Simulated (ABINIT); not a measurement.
Write the native input for ABINIT 10.8.3 (patched build) that does the following.

```yaml
Task: electric field gradients
Functional: SCAN
Potentials_or_basis: JTH PAW PBE v2.0
Cutoff: 762 eV
k_mesh: 10 × 10 × 10
Occupations: gaussian, width 0.136 eV
Spin: collinear spin, ferromagnetic start
Starting_moments: "[0.5] μB"
Fine-grid_cutoff: 1360.57 eV
```

Crystal: Lu.

```
Lu
1.0
    -1.95411    1.95411    1.95411
     1.95411   -1.95411    1.95411
     1.95411    1.95411   -1.95411
Lu
1
Direct
  0.00000 0.00000 0.00000
```

This isn't the form of Lu at room conditions, which is hcp.

One way to write it, as run:

run.abi

```
# Pseudopotentials
pp_dirpath "./"
pseudos "Lu.GGA_PBE-JTH.xml"

# Structure
acell 6.3959912221 6.3959912221 6.3959912221
rprim
    -0.5773502692     0.5773502692     0.5773502692
     0.5773502692    -0.5773502692     0.5773502692
     0.5773502692     0.5773502692    -0.5773502692
ntypat 1
znucl 71
natom 1
typat 1
xred
     0.0000000000     0.0000000000     0.0000000000

# Plane-wave basis
ecut 28.0
pawecutdg 50.0

# k points
kptopt 1
ngkpt 10 10 10
nshiftk 1
shiftk 0.0 0.0 0.0

# Exchange and correlation
ixc -263267
usekden 1
pawxcdev 0

# Bands and occupations
nband 17
occopt 7
tsmear 0.00499791

# Spin
nsppol 2
spinat
     0.0000000000     0.0000000000     0.5000000000

# SCF cycle
nstep 100
tolvrs 1.0e-7

# Output
iomode 3
prtwf 0
prteig 0
prtebands 0
prtden 1
prtvha 1
prtvclmb 1
prtpot 1

# Electric field gradients
nucefg 2
quadmom 1*1.0
nucfc 1
```

Potentials or basis: JTH PAW PBE v2.0.

Run with:

```sh
$ abinit run.abi > log 2>&1
```

Results of the run:

The pressure is -2.2 GPa, the band gap on the k mesh is none (metal or under the smearing width) and the net moment is -0.49 μB per cell. The site moments are Lu -0.15 μB and the valence electrons inside the program's atomic spheres are Lu 22.64 (radii [1.3268] Å).

Caveat: Libxc's GGAs can fail where the two spin gradients oppose each other; the PAW data sets were made with another functional, which shifts forces and pressure a little; spin-orbit coupling is left out, which moves the levels of the heavy elements.

Run time: 9.8 min on 1 thread of Arm Neoverse N1 (shared host), peak memory 0.25 GiB.
